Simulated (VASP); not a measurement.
# Sn: equation of state with PBEsol

Sn:

```
Sn
1.0
    -2.01096    2.01096    1.62734
     2.01096   -2.01096    1.62734
     2.01096    2.01096   -1.62734
Sn
1
Cartesian
  0.0000 0.0000 0.0000
```

This isn't the form of Sn at room conditions, which is tetragonal (white tin).

```
Program             : VASP 6.6.1
Task                : equation of state
Functional          : PBEsol
Potentials or basis : VASP PAW PBE potentials, release 64 (Sn_d)
Cutoff              : 520 eV
k mesh              : 8 × 8 × 8
Occupations         : fermi-dirac, width 0.05 eV
Spin                : no spin polarisation
```

| Item | Value |
| --- | --- |
| Equilibrium volume | 26.33 Å³/atom |
| Bulk modulus at fixed shape and positions | 55 GPa |
| Pressure derivative of the bulk modulus | 4.0 (rough: it moves with the points fitted) |

Energy against volume, from the lowest point:
```csv
volume (Å³/atom),energy (meV/atom)
25.271,7.76
25.797,1.89
26.324,0.00
26.850,1.70
27.377,6.66
```

All runs of the series together: 56 s on 1 thread of Intel(R) Xeon(R) Platinum 8488C (Sapphire Rapids) (shared host).

Caveat: the cell was scaled at fixed shape and fractional positions, which overstates the stiffness of a crystal with free parameters, most of all of layers and chains; the PAW data sets were made with another functional, which shifts forces and pressure a little.
